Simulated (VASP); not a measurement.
# SnO (Pm-3m) in VASP: reference runs

Aim: a first look at SnO with PBE, on the cell as given and on a disturbed one, then over a range of volumes.

Everything below comes from runs of VASP 6.6.1. Logs are shortened: lines on timing, memory, paths and dates and some standing lists are left out, and cuts for length are marked.

**1. The crystal as given**

Symmetry: Pm-3m, No. 221, cubic system. Conventional cell: a = 3.132 Å, b = 3.132 Å, c = 3.132 Å, α = 90.00°, β = 90.00°, γ = 90.00°. Around Sn (site symmetry m-3m) lie 8 O at 2.71 Å. Around O (site symmetry m-3m) lie 8 Sn at 2.71 Å.

The cell was built by a generator and needn't be a form met in nature.

**2. Single point, PBE**

INCAR reads:

```
SYSTEM = SnO
ALGO = Normal
EDIFF = 1E-7
ENCUT = 520
GGA = PE
ISIF = 2
ISMEAR = -1
LASPH = .True.
LCHARG = .False.
LREAL = .False.
LWAVE = .False.
NBANDS = 17
NELM = 100
PREC = Accurate
SIGMA = 0.05
```

KPOINTS reads:

```
k-points
0
Gamma
  9 9 9
  0 0 0
```

POSCAR reads:

```
SnO
1.0
    3.1319300000      0.0000000000      0.0000000000
    0.0000000000      3.1319300000      0.0000000000
    0.0000000000      0.0000000000      3.1319300000
Sn O
1 1
Direct
    0.0000000000      0.0000000000      0.0000000000
    0.5000000000      0.5000000000      0.5000000000
```

Potentials or basis: VASP PAW PBE potentials, release 64 (Sn_d, O).

Launch:

```
$ cat potpaw_PBE.64/Sn_d/POTCAR potpaw_PBE.64/O/POTCAR > POTCAR
$ mpirun -np 1 vasp_std > vasp.out
```

OUTCAR:

```text
SYSTEM = SnO
   EDIFF = 1E-7
   ENCUT = 520
   GGA = PE
   ISIF = 2
   ISMEAR = -1
   LASPH = .True.
   LREAL = .False.
   NELM = 100
   PREC = Accurate

 ion  position               nearest neighbor table
   1  0.000  0.000  0.000-   2 2.71   2 2.71   2 2.71   2 2.71   2 2.71   2 2.71   2 2.71   2 2.71

   2  0.500  0.500  0.500-   1 2.71   1 2.71   1 2.71   1 2.71   1 2.71   1 2.71   1 2.71   1 2.71

  LATTYP: Found a simple cubic cell.
 ALAT       =     3.1319300000

  Lattice vectors:

 A1 = (   3.1319300000,   0.0000000000,   0.0000000000)
 A2 = (   0.0000000000,   3.1319300000,   0.0000000000)
 A3 = (   0.0000000000,   0.0000000000,   3.1319300000)

Analysis of symmetry for initial positions (statically):
=====================================================================
 Subroutine PRICEL returns:
 Original cell was already a primitive cell.

 Routine SETGRP: Setting up the symmetry group for a
 simple cubic supercell.

 Subroutine GETGRP returns: Found 48 space group operations
 (whereof 48 operations were pure point group operations)
 out of a pool of 48 trial point group operations.

The static configuration has the point symmetry O_h .

Analysis of symmetry for dynamics (positions and initial velocities):
=====================================================================
 Subroutine PRICEL returns:
 Original cell was already a primitive cell.

 Routine SETGRP: Setting up the symmetry group for a
 simple cubic supercell.

 Subroutine GETGRP returns: Found 48 space group operations
 (whereof 48 operations were pure point group operations)
 out of a pool of 48 trial point group operations.

The dynamic configuration has the point symmetry O_h .

 Subroutine INISYM returns: Found 48 space group operations
 (whereof 48 operations are pure point group operations),
 and found     1 'primitive' translations

----------------------------------------------------------------------------------------

                                     Primitive cell

  volume of cell :      30.7211

  direct lattice vectors                    reciprocal lattice vectors
     3.131930000  0.000000000  0.000000000     0.319291938  0.000000000  0.000000000
     0.000000000  3.131930000  0.000000000     0.000000000  0.319291938  0.000000000
     0.000000000  0.000000000  3.131930000     0.000000000  0.000000000  0.319291938

  length of vectors
     3.131930000  3.131930000  3.131930000     0.319291938  0.319291938  0.319291938

  position of ions in fractional coordinates (direct lattice)
     0.000000000  0.000000000  0.000000000
     0.500000000  0.500000000  0.500000000

  ion indices of the primitive-cell ions
   primitive index   ion index
                 1           1
                 2           2

----------------------------------------------------------------------------------------

 KPOINTS: k-points

Automatic generation of k-mesh.
 Grid dimensions read from file:
 generate k-points for:    9    9    9

 Generating k-lattice:

  Cartesian coordinates                     Fractional coordinates (reciprocal lattice)
     0.035476882  0.000000000  0.000000000     0.111111111  0.000000000  0.000000000
     0.000000000  0.035476882  0.000000000     0.000000000  0.111111111  0.000000000
     0.000000000  0.000000000  0.035476882     0.000000000  0.000000000  0.111111111

  Length of vectors
     0.035476882  0.035476882  0.035476882

  Shift w.r.t. Gamma in fractional coordinates (k-lattice)
     0.000000000  0.000000000  0.000000000

 Subroutine IBZKPT returns following result:
 ===========================================

 Found     35 irreducible k-points:

 Following reciprocal coordinates:
            Coordinates               Weight
  0.000000  0.000000  0.000000      1.000000
  0.111111  0.000000  0.000000      6.000000
  0.222222  0.000000  0.000000      6.000000
  0.333333  0.000000  0.000000      6.000000
  0.444444  0.000000  0.000000      6.000000
  0.111111  0.111111  0.000000     12.000000
[... 16 lines left out ...]
  0.333333  0.333333  0.111111     24.000000
  0.444444  0.333333  0.111111     48.000000
 [... further k-points ...]
   k-points           NKPTS =     35   k-points in BZ     NKDIM =     35   number of bands    NBANDS=     17
   number of dos      NEDOS =    301   number of ions     NIONS =      2
   total plane-waves  NPLWV =  13824
   dimension x,y,z NGX =    24 NGY =   24 NGZ =   24
   dimension x,y,z NGXF=    48 NGYF=   48 NGZF=   48
   ions per type =               1   1
   NGX,Y,Z   is equivalent  to a cutoff of  12.74, 12.74, 12.74 a.u.
   NGXF,Y,Z  is equivalent  to a cutoff of  25.48, 25.48, 25.48 a.u.
 SYSTEM =  SnO
   PREC   = accura    normal or accurate (medium, high low for compatibility)
   ISTART =      0    job   : 0-new  1-cont  2-samecut
   ICHARG =      2    charge: 1-file 2-atom 10-const
   ISPIN  =      1    spin polarized calculation?
   LNONCOLLINEAR =      F non collinear calculations
   LSORBIT =      F    spin-orbit coupling
   LASPH  =      T    aspherical Exc in radial PAW
   ENCUT  =  520.0 eV  38.22 Ry    6.18 a.u.   5.82  5.82  5.82*2*pi/ulx,y,z
   NELM   =    100;   NELMIN=  2; NELMDL= -5     # of ELM steps
   EDIFF  = 0.1E-06   stopping-criterion for ELM
   LREAL  =      F    real-space projection
   EDIFFG = 0.1E-05   stopping-criterion for IOM
   NSW    =      0    number of steps for IOM
   IBRION =     -1    ionic relax: 0-MD 1-quasi-New 2-CG
   NFREE  =      0    steps in history (QN), initial steepest desc. (CG)
   ISIF   =      2    stress and relaxation
   ISYM   =      2    0-nonsym 1-usesym 2-fastsym
   POTIM  = 0.5000    time-step for ionic-motion
   TEBEG  =    0.0;   TEEND  =   0.0 temperature during run
   PSTRESS=    0.0 pullay stress
   NELECT =      20.0000    total number of electrons
   NUPDOWN=      -1.0000    fix difference up-down
   EMIN   =  10.00;   EMAX   =-10.00  energy-range for DOS
   EFERMI =   0.00;   METHOD = LEGACY
   ISMEAR =    -1;   SIGMA  =   0.05  broadening in eV -4-tet -1-fermi 0-gaus
   EFERMI_NEDOS =   21; number of points for ismear=-14 and -15
   IALGO  =     38    algorithm
   IMIX   =      4    mixing-type and parameters
     AMIX     =   0.40;   BMIX     =  1.00
     AMIX_MAG =   1.60;   BMIX_MAG =  1.00
  volume/ion in A,a.u.               =      15.36       103.66
  Fermi-wavevector in a.u.,A,eV,Ry     =   1.418860  2.681256 27.390743  2.013163
  Thomas-Fermi vector in A             =   2.539941
   LORBIT       =      0    0 simple, 1 ext, 2 COOP (PROOUT), +10 PAW based schemes
   GGA     = PE    functional components
   LHFCALC =     F    Hartree Fock is set to
   AEXX    =    0.0000 exact exchange contribution
   IVDW    =     0    specifies the selected vdW correction
   LEPSILON=     F    determine dielectric tensor
   LRPA    =     F    only Hartree local field effects (RPA)
 non-spin polarized calculation
  energy-cutoff  :      520.00
  volume of cell :       30.72
 maximum number of plane-waves:       849
 NGX is ok and might be reduce to    24
   NGX = 11   NGY = 11   NGZ = 11

 number of electron      19.9999986 magnetization

 Free energy of the ion-electron system (eV)
  ---------------------------------------------------
  ext. energy  EPLUGINS =         0.00000000
  ---------------------------------------------------
  free energy    TOTEN  =        -9.84294356 eV

  energy without entropy =       -9.84265586  energy(sigma->0) =       -9.84279971

 E-fermi :   8.0851     XC(G=0): -11.2660

 val. band max:        7.8371435529   @ k =   0.4444   0.1111   0.1111
 cond. band min:       8.3092824368   @ k =   0.4444   0.4444   0.4444
 fundamental gap:      0.4721388839
 Fermi energy:         8.0851196466

 k-point     1 :       0.0000    0.0000    0.0000
  band No.  band energies     occupation
      1     -13.7045      2.00000
      2     -13.7045      2.00000
      3     -13.3561      2.00000
      4     -13.3561      2.00000
      5     -13.3561      2.00000
      6      -9.8607      2.00000
[... 9 lines left out ...]
     16      26.7346      0.00000
     17      27.5505      0.00000

 k-point     2 :       0.1111    0.0000    0.0000
  band No.  band energies     occupation
      1     -13.7028      2.00000
      2     -13.6752      2.00000
      3     -13.3663      2.00000
      4     -13.3663      2.00000
      5     -13.3552      2.00000
      6      -9.7908      2.00000
[... 9 lines left out ...]
     16      25.9047      0.00000
     17      26.7381      0.00000

 k-point     3 :       0.2222    0.0000    0.0000
  band No.  band energies     occupation
      1     -13.6983      2.00000
      2     -13.6007      2.00000
      3     -13.3920      2.00000
      4     -13.3920      2.00000
      5     -13.3531      2.00000
      6      -9.6041      2.00000
[... 9 lines left out ...]
     16      23.6194      0.00000
     17      25.8299      0.00000

 k-point     4 :       0.3333    0.0000    0.0000
  band No.  band energies     occupation
      1     -13.6932      2.00000
      2     -13.5160      2.00000
      3     -13.4211      2.00000
      4     -13.4211      2.00000
      5     -13.3506      2.00000
      6      -9.3738      2.00000
[... 9 lines left out ...]
     16      22.3882      0.00000
     17      25.4368      0.00000
[... 343 lines left out ...]
      1     -13.5948      2.00000
      2     -13.5148      2.00000
      3     -13.4505      2.00000
      4     -13.4061      2.00000
      5     -13.3923      2.00000
      6      -8.9403      2.00000
[... 9 lines left out ...]
     16      23.0811      0.00000
     17      24.7368      0.00000

 k-point    23 :       0.3333    0.3333    0.1111
  band No.  band energies     occupation
      1     -13.5681      2.00000
      2     -13.5383      2.00000
      3     -13.4278      2.00000
      4     -13.4236      2.00000
      5     -13.3972      2.00000
      6      -8.8951      2.00000
[... 9 lines left out ...]
     16      22.7906      0.00000
     17      24.0511      0.00000

 k-point    24 :       0.4444    0.3333    0.1111
  band No.  band energies     occupation
      1     -13.5711      2.00000
      2     -13.5555      2.00000
      3     -13.4444      2.00000
      4     -13.4218      2.00000
      5     -13.3475      2.00000
      6      -8.7659      2.00000
[... 9 lines left out ...]
     16      23.0663      0.00000
     17      24.1375      0.00000

 [... further k-points ...]

------------------------ aborting loop because EDIFF is reached ----------------------------------------

  FORCE on cell =-STRESS in cart. coord.  units (eV):
  Direction    XX          YY          ZZ          XY          YZ          ZX
  --------------------------------------------------------------------------------------
  -------------------------------------------------------------------------------------
  Total       -0.0044471     -0.0044471     -0.0044471     -0.0000000     -0.0000000     -0.0000000
  in kB       -0.2319274     -0.2319274     -0.2319274     -0.0000000     -0.0000000     -0.0000000
  external PRESSURE =      -0.2319274 kB  Pullay stress =       0.0000000 kB

 VOLUME and BASIS-vectors are now :
 -----------------------------------------------------------------------------
  energy-cutoff  :      520.00
  volume of cell :       30.72
      direct lattice vectors                 reciprocal lattice vectors
     3.131930000  0.000000000  0.000000000     0.319291938  0.000000000  0.000000000
     0.000000000  3.131930000  0.000000000     0.000000000  0.319291938  0.000000000
     0.000000000  0.000000000  3.131930000     0.000000000  0.000000000  0.319291938

 POSITION                                       TOTAL-FORCE (eV/Angst)
 -----------------------------------------------------------------------------------
      0.00000      0.00000      0.00000         0.000000      0.000000      0.000000
      1.56597      1.56597      1.56597         0.000000      0.000000      0.000000
 -----------------------------------------------------------------------------------
    total drift:                                0.000000      0.000000     -0.000000

  FREE ENERGIE OF THE ION-ELECTRON SYSTEM (eV)
  ---------------------------------------------------
  free  energy   TOTEN  =        -9.8429435618 eV

  energy  without entropy=       -9.8426558616  energy(sigma->0) =       -9.84279971
```

Wall time 12 s (1 thread of Intel Xeon Platinum 8375C at 2.90GHz (Ice Lake), shared host); peak memory 0.14 GiB.

What came out:

- Free energy: -9.8429 eV
- Pressure: 0.0 GPa
- Band gap on the k mesh: 0.47 eV, indirect (least direct gap 0.92 eV)

Levels at points of the mesh, in eV from the valence-band top:
| k point | band 6 | band 7 | band 8 | band 9 | band 10 | band 11 | band 12 | band 13 | band 14 | band 15 |
| --- | --- | --- | --- | --- | --- | --- | --- | --- | --- | --- |
| (0.00, 0.00, 0.00) | -17.70 | -7.28 | -2.24 | -2.24 | -2.24 | 8.13 | 8.13 | 8.13 | 8.23 | 8.23 |

Caveat: spin-orbit coupling is left out, which moves the levels of the heavy elements; an odd mesh through Γ misses points on the zone boundary, where band edges often lie.

**3. Single point, PBE (atoms moved at random, drawn with an rms of 0.05 Å)**

INCAR reads:

```
PREC     = Accurate       # precision mode
ENCUT    = 520            # plane-wave cutoff, eV
EDIFF    = 1E-7           # SCF threshold, eV
ISMEAR   = -1             # smearing method
SIGMA    = 0.05           # smearing width, eV
LREAL    = F              # projectors in reciprocal space
LASPH    = T              # aspherical terms in the spheres
NELM     = 60             # most SCF steps
ALGO     = Normal         # electronic algorithm
ISIF     = 2              # what is computed and relaxed
LWAVE    = F              # write WAVECAR
LCHARG   = F              # write CHGCAR
GGA      = PE             # functional
NBANDS   = 17             # bands
```

KPOINTS reads:

```
Automatic mesh
0
Gamma
  9 9 9
```

POSCAR reads:

```
SnO
1.0
    3.1319300000      0.0000000000      0.0000000000
    0.0000000000      3.1319300000      0.0000000000
    0.0000000000      0.0000000000      3.1319300000
Sn O
1 1
Direct
    0.0102770000     -0.0081350000     -0.0041750000
    0.4955480000      0.5136390000      0.5029040000
```

Potentials or basis: VASP PAW PBE potentials, release 64 (Sn_d, O).

Launch:

```
$ cat potpaw_PBE.64/Sn_d/POTCAR potpaw_PBE.64/O/POTCAR > POTCAR
$ mpirun -np 1 vasp_std > vasp.out
```

It took 88 s on 1 thread of Intel Xeon Platinum 8375C at 2.90GHz (Ice Lake), shared host; peak memory 0.28 GiB.

Results (log left out):

```yaml
Free_energy: -9.8561 eV
Pressure: 0.0 GPa
Largest_force: 0.305 eV/Å
Band_gap_on_the_k_mesh: 0.47 eV, indirect (least direct gap 0.91 eV)
```

Forces in eV/Å, atoms in the order of the input:
```
Sn   0.166 -0.244 -0.080
O   -0.166  0.244  0.080
```

Stress tensor (GPa, compression positive):
```
 0.03  0.06  0.02
 0.06  0.12 -0.03
 0.02 -0.03 -0.03
```

Levels at points of the mesh, in eV from the valence-band top:
| k point | band 7 | band 8 | band 9 | band 10 | band 11 | band 12 | band 13 | band 14 |
| --- | --- | --- | --- | --- | --- | --- | --- | --- |
| (0.00, 0.00, 0.00) | -7.28 | -2.25 | -2.25 | -2.24 | 7.77 | 7.94 | 8.15 | 8.42 |

Caveat: spin-orbit coupling is left out, which moves the levels of the heavy elements; an odd mesh through Γ misses points on the zone boundary, where band edges often lie.

**4. Equation of state, PBE, 14.44 Å³/atom (volume scaled by 0.94)**

INCAR reads:

```
PREC = Accurate ; ENCUT = 520
EDIFF = 1E-7 ; ISMEAR = -1
SIGMA = 0.05 ; LREAL = False
LASPH = True ; NELM = 100
ALGO = Normal ; ISIF = 2
LWAVE = False ; LCHARG = False
GGA = PE ; NBANDS = 17
```

KPOINTS is that of step 3.

POSCAR reads:

```
SnO
1.0
    3.0679951215      0.0000000000      0.0000000000
    0.0000000000      3.0679951215      0.0000000000
    0.0000000000      0.0000000000      3.0679951215
Sn O
1 1
Direct
    0.0000000000      0.0000000000      0.0000000000
    0.5000000000      0.5000000000      0.5000000000
```

Launch:

```
$ cat potpaw_PBE.64/Sn_d/POTCAR potpaw_PBE.64/O/POTCAR > POTCAR
$ mpirun -np 1 vasp_std > vasp.out
```

It took 12 s on 1 thread of Intel Xeon Platinum 8375C at 2.90GHz (Ice Lake), shared host; peak memory 0.14 GiB.

It converged, with:

| Property | Result |
| --- | --- |
| Free energy | -9.8027 eV |
| Pressure | 7.1 GPa |
| Band gap on the k mesh | 0.33 eV, indirect (least direct gap 1.01 eV) |

Caveat: spin-orbit coupling is left out, which moves the levels of the heavy elements; an odd mesh through Γ misses points on the zone boundary, where band edges often lie.

**5. Equation of state, PBE, 14.75 Å³/atom (volume scaled by 0.96)**

INCAR reads:

```
SYSTEM = SnO
  PREC = Accurate
  ENCUT = 520
  EDIFF = 1E-7
  ISMEAR = -1
  SIGMA = 0.05
  LREAL = .False.
  LASPH = .True.
  NELM = 60
  ALGO = Normal
  ISIF = 2
  LWAVE = .False.
  LCHARG = .False.
  GGA = PE
  NBANDS = 17
```

KPOINTS reads:

```
Automatic mesh
0
Gamma
  9 9 9
  0 0 0
```

POSCAR reads:

```
SnO
1.0
    3.0896014328      0.0000000000      0.0000000000
    0.0000000000      3.0896014328      0.0000000000
    0.0000000000      0.0000000000      3.0896014328
Sn O
1 1
Direct
    0.0000000000      0.0000000000      0.0000000000
    0.5000000000      0.5000000000      0.5000000000
```

Launch:

```
$ cat potpaw_PBE.64/Sn_d/POTCAR potpaw_PBE.64/O/POTCAR > POTCAR
$ mpirun -np 1 vasp_std > vasp.out
```

Run time: 10 s. Hardware: 1 thread of Intel Xeon Platinum 8375C at 2.90GHz (Ice Lake), shared host; peak memory 0.14 GiB.

The run converged. Its results:

- Free energy: -9.8254 eV
- Pressure: 4.4 GPa
- Band gap on the k mesh: 0.38 eV, indirect (least direct gap 0.98 eV)

Caveat: spin-orbit coupling is left out, which moves the levels of the heavy elements; an odd mesh through Γ misses points on the zone boundary, where band edges often lie.

(Part 1 of 2 ends here.)
